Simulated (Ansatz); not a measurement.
Method: DFT PBE, scalar-relativistic, plane waves, PAW (Ansatz). All cells share a 420 eV cutoff and Γ-centred k meshes spaced at most about 0.3 Å⁻¹ (about 0.25 or finer for metals, 2π included). No spin polarisation.

Each guess is relaxed in cell and atoms at zero pressure, on a coarse mesh first where it starts far from rest and then on a converged one. The steps can't lower the symmetry of the start, but it can rise. Energies are static (0 K, no zero-point motion).

Two unrelaxed guesses for Ta5C:

Guess 1.

Space group P4/mmm (No. 123). a = 3.996 Å, b = 3.996 Å, c = 6.941 Å, α = 90.00°, β = 90.00°, γ = 90.00°
```
atom  site  symmetry       x       y       z
  Ta    1c     4/mmm  0.5000  0.5000  0.0000
  Ta    4i      2mm. 0.0000  0.5000  0.7517
   C    1d     4/mmm  0.5000  0.5000  0.5000
```

Guess 2.

Space group P6/mmm (No. 191). a = 5.141 Å, b = 5.141 Å, c = 4.146 Å, α = 90.00°, β = 90.00°, γ = 120.00°
```csv
atom,site,symmetry,x,y,z
Ta,2c,-6m2,0.6667,0.3333,0.0000
Ta,3g,mmm,0.5000,0.0000,0.5000
C,1a,6/mmm,0.0000,0.0000,0.0000
```

Task: Do they relax into the same structure? If not, which is lower?

Result: No. Guess 1 ends lower, by 0.99 eV/atom. Guess 1: P4/mmm at 18.5 Å³/atom → P4/mmm at 18.2 Å³/atom; Guess 2: P6/mmm at 15.8 Å³/atom → P6/mmm at 19.9 Å³/atom. Counting Ta atoms around C (those within 1.25 times the shortest such distance or 1.15 times the sum of covalent radii, 1.27 where that leaves under three; a plus sign parts nearer from farther groups; the shortest distance is added where it exceeds 1.18 times the sum of covalent radii), the end of guess 1 has C 8 and the end of guess 2 has C 6+12 from 3.0 Å. End of guess 1. Conventional cell: a = 3.818 Å, c = 7.489 Å. Around Ta on a site of symmetry 4/mmm lie 8 Ta at 2.99 Å, 2 C at 3.74 Å and 4 Ta at 3.82 Å; around Ta on a site of symmetry 2mm lie 2 C at 2.40 Å, 4 Ta at 2.70 Å and 3 Ta at 2.90–2.99 Å; C has 8 Ta at 2.40 Å and 2 Ta at 3.74 Å. End of guess 2. Conventional cell: a = 5.188 Å, c = 5.114 Å. Ta on a site of symmetry -6m2 is surrounded by 9 Ta at 2.96–3.00 Å and 3 C at 3.00 Å; Ta on a site of symmetry mmm is surrounded by 4 Ta at 2.59 Å and 4 Ta at 2.96 Å; around C lie 6 Ta at 3.00 Å and 12 Ta at 3.64 Å.

Ends held by symmetry can be saddle points. Neither end is the lowest form computed: that has space group P-6m2 (No. 187) and lies 0.68 eV/atom below the better end. Even the lowest of the cells shown lies +0.78 eV/atom against the elements. Spin–orbit coupling, which can matter for Ta, is left out. Some candidate types were left out of the draw beforehand, so a known form may be missing.
